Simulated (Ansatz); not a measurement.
Crystal: ZrC.

```
Zr C
1.0
     0.00000    2.36500    2.36500
     2.36500    0.00000    2.36500
     2.36500    2.36500    0.00000
Zr C
1 1
Cartesian
  2.3650 2.3650 2.3650
  0.0000 0.0000 0.0000
```

| Property | Result |
| --- | --- |
| Program | Ansatz 0.2.0 |
| Task | relaxation of cell and atoms |
| Functional | PBE |
| Dispersion | D4 |
| Potentials or basis | Ansatz PAW |
| Cutoff | 420 eV (not typed: the program's choice for these potentials) |
| k mesh | 10 × 10 × 10 |
| Occupations | fermi-dirac, width 0.05 eV |
| Spin | no spin polarisation |

At the start: volume 13.23 Å³/atom.

Q: Where does the relaxation end?

A: It ends after 7 steps and the volume is 12.86 Å³/atom (-2.8 %); space group Fm-3m (No. 225, to 0.05 Å).

Step by step:
| step | energy change (eV) | largest force (eV/Å) | volume (Å³) |
| --- | --- | --- | --- |
| 1 | 0.0000 | 0.0000 | 26.46 |
| 2 | -0.0027 | 0.0000 | 25.03 |
| 3 | -0.0154 | 0.0000 | 25.75 |
| 4 | -0.0155 | 0.0000 | 25.72 |
| 5 | -0.0147 | 0.0000 | 25.72 |
| 6 | -0.0147 | 0.0000 | 25.71 |
| 7 | -0.0147 | 0.0000 | 25.71 |

Final structure:
```cif
data_structure
_symmetry_space_group_name_H-M 'P 1'
_symmetry_Int_Tables_number 1
_cell_length_a 3.3129
_cell_length_b 3.3129
_cell_length_c 3.3129
_cell_angle_alpha 60.000
_cell_angle_beta 60.000
_cell_angle_gamma 60.000
_cell_volume 25.71
loop_
_atom_site_label
_atom_site_type_symbol
_atom_site_fract_x
_atom_site_fract_y
_atom_site_fract_z
_atom_site_occupancy
Zr1 Zr 0.50000 0.50000 0.50000 1
C1 C 0.00000 0.00000 0.00000 1
```

Caveat: the plane-wave basis is chosen anew once the cell has moved, so the energies of steps on either side of that aren't comparable.
